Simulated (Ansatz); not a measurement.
# An O vacancy and an O vacancy in corundum Al2O3, 118 atoms, charge +2

Wanted: geometry, formation energy and gap levels of the defect, compared across PBEsol and HSE06.

Method: density functional theory in Ansatz 0.2.0, PAW datasets, plane waves.

### 1 The starting cell

118 atoms (48 Al, 70 O); a = 9.548 Å, b = 9.548 Å, c = 13.014 Å, α = 90.00°, β = 90.00°, γ = 120.00°. All atoms were shaken off their sites by about 0.02 Å along each axis. Defect site 1: (0.680, 0.514, 0.583). Defect site 2: (0.986, 0.667, 0.583).

Steps to follow: (2) PBEsol relaxation at the single k point (¼, ¼, ¼), on 1 × NVIDIA GB200 with 8 threads of Arm Neoverse-V2; (3) HSE06 single point at the single k point (¼, ¼, ¼), on 1 × NVIDIA GB200 with 8 threads of Arm Neoverse-V2.

### 2 Relaxation of the positions (PBEsol)

in.yaml

```yaml
crystal:
  lattice:
    - [9.547862, 0.000000, 0.000000]
    - [-4.773931, 8.268691, 0.000000]
    - [0.000000, 0.000000, 13.013576]
  atoms:
    - { symbol: Al, position: [0.333350, 0.166727, 0.184480] }
    - { symbol: Al, position: [0.331970, 0.668899, 0.183440] }
    - { symbol: Al, position: [0.830293, 0.163491, 0.182875] }
    - { symbol: Al, position: [0.830691, 0.665049, 0.185753] }
    - { symbol: Al, position: [0.165789, 0.331228, 0.019277] }
    - { symbol: Al, position: [0.164176, 0.829629, 0.019288] }
    - { symbol: Al, position: [0.667775, 0.332559, 0.018834] }
    - { symbol: Al, position: [0.669821, 0.834201, 0.018584] }
    - { symbol: Al, position: [0.164699, 0.330057, 0.314596] }
    - { symbol: Al, position: [0.167494, 0.835483, 0.314254] }
    - { symbol: Al, position: [0.669174, 0.331338, 0.315976] }
    - { symbol: Al, position: [0.666504, 0.835031, 0.315678] }
    - { symbol: Al, position: [0.171799, 0.333785, 0.520543] }
    - { symbol: Al, position: [0.166751, 0.833852, 0.516998] }
    - { symbol: Al, position: [0.669649, 0.336641, 0.518440] }
    - { symbol: Al, position: [0.670883, 0.836039, 0.518590] }
    - { symbol: Al, position: [0.001820, 0.999416, 0.353208] }
    - { symbol: Al, position: [0.000319, 0.502800, 0.353454] }
    - { symbol: Al, position: [0.498099, 0.002685, 0.349993] }
    - { symbol: Al, position: [0.498461, 0.498443, 0.351770] }
    - { symbol: Al, position: [0.002047, 0.001189, 0.150066] }
    - { symbol: Al, position: [0.996192, 0.499151, 0.149789] }
    - { symbol: Al, position: [0.496009, 0.997589, 0.146669] }
    - { symbol: Al, position: [0.499611, 0.498445, 0.150837] }
    - { symbol: Al, position: [0.997458, 0.999844, 0.650664] }
    - { symbol: Al, position: [0.003438, 0.503903, 0.648415] }
    - { symbol: Al, position: [0.495738, 0.994910, 0.647071] }
    - { symbol: Al, position: [0.500708, 0.497534, 0.647276] }
    - { symbol: Al, position: [0.002769, 0.999101, 0.851443] }
    - { symbol: Al, position: [0.998981, 0.498222, 0.850912] }
    - { symbol: Al, position: [0.498270, 0.998628, 0.852695] }
    - { symbol: Al, position: [0.498679, 0.498432, 0.852836] }
    - { symbol: Al, position: [0.331381, 0.166739, 0.684567] }
    - { symbol: Al, position: [0.334615, 0.665854, 0.684930] }
    - { symbol: Al, position: [0.835467, 0.166438, 0.684283] }
    - { symbol: Al, position: [0.831351, 0.665689, 0.682800] }
    - { symbol: Al, position: [0.331040, 0.169038, 0.478618] }
    - { symbol: Al, position: [0.335160, 0.668041, 0.482109] }
    - { symbol: Al, position: [0.832788, 0.166160, 0.481283] }
    - { symbol: Al, position: [0.828379, 0.665918, 0.482228] }
    - { symbol: Al, position: [0.333151, 0.165990, 0.979866] }
    - { symbol: Al, position: [0.333868, 0.667559, 0.980216] }
    - { symbol: Al, position: [0.830767, 0.165498, 0.981685] }
    - { symbol: Al, position: [0.832423, 0.666574, 0.982186] }
    - { symbol: Al, position: [0.166917, 0.330485, 0.815855] }
    - { symbol: Al, position: [0.165253, 0.828767, 0.813534] }
    - { symbol: Al, position: [0.664540, 0.333631, 0.815570] }
    - { symbol: Al, position: [0.666295, 0.833021, 0.813815] }
    - { symbol: O, position: [0.156317, 0.002330, 0.249732] }
    - { symbol: O, position: [0.154823, 0.503150, 0.248090] }
    - { symbol: O, position: [0.653632, 0.001670, 0.250866] }
    - { symbol: O, position: [0.654081, 0.502840, 0.248956] }
    - { symbol: O, position: [0.332814, 0.013172, 0.081752] }
    - { symbol: O, position: [0.334937, 0.514969, 0.083401] }
    - { symbol: O, position: [0.833665, 0.014162, 0.083234] }
    - { symbol: O, position: [0.831941, 0.513053, 0.084410] }
    - { symbol: O, position: [0.998499, 0.152896, 0.250462] }
    - { symbol: O, position: [0.004745, 0.657247, 0.249807] }
    - { symbol: O, position: [0.497665, 0.150807, 0.247531] }
    - { symbol: O, position: [0.504049, 0.655289, 0.250809] }
    - { symbol: O, position: [0.347017, 0.348052, 0.248612] }
    - { symbol: O, position: [0.344775, 0.846375, 0.247768] }
    - { symbol: O, position: [0.844649, 0.345988, 0.246935] }
    - { symbol: O, position: [0.843742, 0.843934, 0.250540] }
    - { symbol: O, position: [0.173426, 0.168013, 0.086246] }
    - { symbol: O, position: [0.180810, 0.665992, 0.083593] }
    - { symbol: O, position: [0.679728, 0.160870, 0.084218] }
    - { symbol: O, position: [0.680989, 0.666624, 0.085801] }
    - { symbol: O, position: [0.177252, 0.011938, 0.583252] }
    - { symbol: O, position: [0.176619, 0.512538, 0.582335] }
    - { symbol: O, position: [0.681257, 0.012140, 0.586818] }
    - { symbol: O, position: [0.170393, 0.182540, 0.418031] }
    - { symbol: O, position: [0.166322, 0.678652, 0.416135] }
    - { symbol: O, position: [0.666508, 0.179393, 0.418502] }
    - { symbol: O, position: [0.666873, 0.679923, 0.415822] }
    - { symbol: O, position: [0.012302, 0.331256, 0.417907] }
    - { symbol: O, position: [0.016767, 0.831641, 0.418353] }
    - { symbol: O, position: [0.512530, 0.327723, 0.415810] }
    - { symbol: O, position: [0.512210, 0.832721, 0.419183] }
    - { symbol: O, position: [0.010850, 0.177542, 0.917448] }
    - { symbol: O, position: [0.013298, 0.680387, 0.914668] }
    - { symbol: O, position: [0.513001, 0.178552, 0.914868] }
    - { symbol: O, position: [0.517700, 0.681261, 0.914734] }
    - { symbol: O, position: [0.998766, 0.347994, 0.749998] }
    - { symbol: O, position: [0.999526, 0.847309, 0.750003] }
    - { symbol: O, position: [0.502624, 0.347717, 0.749986] }
    - { symbol: O, position: [0.501457, 0.848126, 0.750035] }
    - { symbol: O, position: [0.480958, 0.312928, 0.081219] }
    - { symbol: O, position: [0.482883, 0.817226, 0.083616] }
    - { symbol: O, position: [0.985618, 0.319776, 0.082588] }
    - { symbol: O, position: [0.988003, 0.821832, 0.084215] }
    - { symbol: O, position: [0.484806, 0.164484, 0.583410] }
    - { symbol: O, position: [0.490909, 0.672157, 0.581715] }
    - { symbol: O, position: [0.986384, 0.166537, 0.582219] }
    - { symbol: O, position: [0.329327, 0.316920, 0.585724] }
    - { symbol: O, position: [0.334117, 0.817669, 0.584752] }
    - { symbol: O, position: [0.831378, 0.321191, 0.583221] }
    - { symbol: O, position: [0.832959, 0.818936, 0.583369] }
    - { symbol: O, position: [0.317495, 0.487619, 0.418471] }
    - { symbol: O, position: [0.318830, 0.986017, 0.415251] }
    - { symbol: O, position: [0.820199, 0.486182, 0.415951] }
    - { symbol: O, position: [0.818217, 0.985535, 0.418103] }
    - { symbol: O, position: [0.318755, 0.335188, 0.916284] }
    - { symbol: O, position: [0.320127, 0.829499, 0.915879] }
    - { symbol: O, position: [0.819473, 0.337561, 0.916812] }
    - { symbol: O, position: [0.816632, 0.829185, 0.917931] }
    - { symbol: O, position: [0.344783, 0.995559, 0.748626] }
    - { symbol: O, position: [0.348689, 0.498079, 0.750920] }
    - { symbol: O, position: [0.844746, 0.996131, 0.749201] }
    - { symbol: O, position: [0.844883, 0.499740, 0.749929] }
    - { symbol: O, position: [0.151315, 0.150973, 0.749150] }
    - { symbol: O, position: [0.153738, 0.654131, 0.749896] }
    - { symbol: O, position: [0.652258, 0.150847, 0.751751] }
    - { symbol: O, position: [0.652380, 0.652768, 0.748811] }
    - { symbol: O, position: [0.163743, 0.484318, 0.916220] }
    - { symbol: O, position: [0.166470, 0.984857, 0.918053] }
    - { symbol: O, position: [0.668783, 0.486403, 0.916966] }
    - { symbol: O, position: [0.668631, 0.985771, 0.915609] }
  symmetry: { detect: false }
kpoints:
  mp_grid: { grid: [1, 1, 1], shift: [0.25, 0.25, 0.25] }
hamiltonian:
  xc: pbesol
total_charge: 2
scf:
  occupations: { method: fermi_dirac, width: 0.01 }
relax:
  f_tol: 0.03
  max_steps: 80
  escape_saddle: false
  adjacent_minimum: "off"
output:
  forces: true
  eigenvalues: true
  populations: true
  charged_corrections: { epsilon: 10 }
```

Started as:

```bash
$ ansatz run in.yaml --threads 8 --pin off --max-ram 118750MiB --runs-dir r --events-out ev --progress --plain --backend cuda --devices 0, --max-vram 170GiB
```

Further steps of the session: Single point with HSE06.

What does the calculation give? Wanted: for each run, formation energy; host gap; top filled to lowest empty.

**Answer**, as computed:

```
             level         time  formation energy (eV)  host gap (eV)  top filled to lowest empty (eV)
PBEsol, relaxation  6.8 s (GPU)                   8.08           6.03                             1.38
             HSE06   22 s (GPU)                   6.13           8.00                             2.16
```

```
     quantity                             value
   relaxation  7 recorded steps, 3.06 eV gained
largest shift                     0.24 Å (Al28)
```

**In words.** The relaxation lowers the energy by 3.06 eV; the largest shift is 0.24 Å (Al28). The formation energy at E_F = VBM goes from 8.08 eV (PBEsol) to 6.13 eV (HSE06), as the host gap goes from 6.03 to 8.00 eV. The reservoirs are the elements' reference phases; where the defect changes the composition, the value depends on that choice. HSE06 puts 2 localised levels over 0.1 eV inside the gap, at 2.74 (filled), 4.90 (empty) eV, the tightest of them shared by about 10 atoms. The host's edges were read at Γ, so band-like levels at this k point need not coincide with them. Finite-cell errors of some tenths of an eV remain in such numbers. The dielectric constant of 10 in the correction is an assumed value.
